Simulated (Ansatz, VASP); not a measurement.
**Two plane-wave programs on BN**

INCAR

```
PREC = Accurate
ENCUT = 520
EDIFF = 1E-6
ISMEAR = 0
SIGMA = 0.05
LREAL = False
LASPH = True
NELM = 60
ALGO = Normal
ISIF = 2
LWAVE = False
LCHARG = False
GGA = PE
IVDW = 12
NBANDS = 11
```

The input KPOINTS:

```
Automatic mesh
0
Gamma
  12 12 12
```

The input POSCAR:

```
BN
1.0
    0.0000000000      3.4428860926      2.2310739772
    1.2328576185      0.0000000000      2.2310739772
    1.2328576185      3.4428860926      0.0000000000
B N
1 1
Direct
    0.0000486500      0.0000486500      0.9999513500
    0.6666513400      0.6666513400      0.3333486600
```

Input for Ansatz:

```yaml
crystal:
  lattice:
    - [0.0, 3.4428860926, 2.2310739772]
    - [1.2328576185, 0.0, 2.2310739772]
    - [1.2328576185, 3.4428860926, 0.0]
  atoms:
    - { symbol: B, position: [4.865e-05, 4.865e-05, 0.99995135] }
    - { symbol: "N", position: [0.66665134, 0.66665134, 0.33334866] }
basis:
  ecutwfc: 420
kpoints:
  mp_grid: { grid: [12, 12, 12] }
hamiltonian:
  xc: pbe
  dispersion: d3bj
scf:
  occupations: { method: gaussian, width: 0.05 }
output:
  forces: true
  stress: true
  eigenvalues: true
```

Change from the starting cell: strain -0.015 along x and y, +0.030 along z, atoms carried along.

Alike in both runs: task single point; functional PBE; dispersion D3(BJ); k mesh 12 × 12 × 12; occupations gaussian, width 0.05 eV; no spin polarisation.

|  | VASP | Ansatz |
| --- | --- | --- |
| version | VASP 6.6.1 | Ansatz 0.2.0 |
| potentials or method | VASP PAW PBE potentials, release 64 (B, N) | scalar-relativistic, plane waves, PAW |
| plane-wave cutoff (eV) | 520 | 420 |
| valence electrons in the cell | 8 | 8 |

```tsv
	VASP	Ansatz	Ansatz less VASP
gap on the k mesh at the Fermi level (eV)	3.56	3.56	+0.007
least direct gap on the mesh (eV)	4.55	4.55	+0.003
pressure (GPa)	-3.6	-3.6	-0.07
largest component of the traceless stress (GPa)	17.08	17.12	+0.046
rms of the force components (eV/Å)	0.245	0.244	-0.0009
```

Atom by atom the forces differ by 0.001 eV/Å (rms over components).

A k mesh can miss the band edges.
